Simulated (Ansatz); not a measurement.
A distorted cell of InN (zinc blende):

```yaml
crystal:
  lattice:
    - [0.00000, 2.52449, 2.52449]
    - [2.52449, 0.00000, 2.52449]
    - [2.52449, 2.52449, 0.00000]
  atoms:
    - { symbol: N, position: [0.75000, 0.75000, 0.75000] }
    - { symbol: In, position: [0.07262, 0.07262, 0.97873] }
```

All values below come from PBE (plane waves to 420 eV, PAW, scalar-relativistic; Ansatz, a program for electronic structure). k mesh 9×9×9 (Γ-centred), Fermi-Dirac smearing 0.05 eV. The energy includes the smearing's −TS. Compression counts positive. With partly filled bands, energies and forces of such displacements shift with the k mesh and the smearing. At this level the bands of InN touch or barely overlap; measurements give the solid a gap. InN was relaxed with its symmetry unable to fall.

Problem. What forces act on the atoms (eV/Å, Cartesian)?

Solution. 
| atom | Fx | Fy | Fz |
|---|---|---|---|
| N1 | -0.006 | -0.006 | 2.407 |
| In2 | 0.006 | 0.006 | -2.407 |

Problem. Give the stress tensor in GPa and the pressure.

Solution. 
```
    9.6    -13.3     -0.8
  -13.3      9.6     -0.8
   -0.8     -0.8      0.3
```
The pressure, a third of the trace, is 6.5 GPa.

Problem. In it atom 2 sits (0.130, 0.130, 0.367) Å away from its relaxed site. What is its energy relative to the relaxed cell?

Solution. 530 meV/cell.

(For displaced atoms, the force is minus the slope of the energy, and its curvature is a force constant, which sets phonon frequencies.)
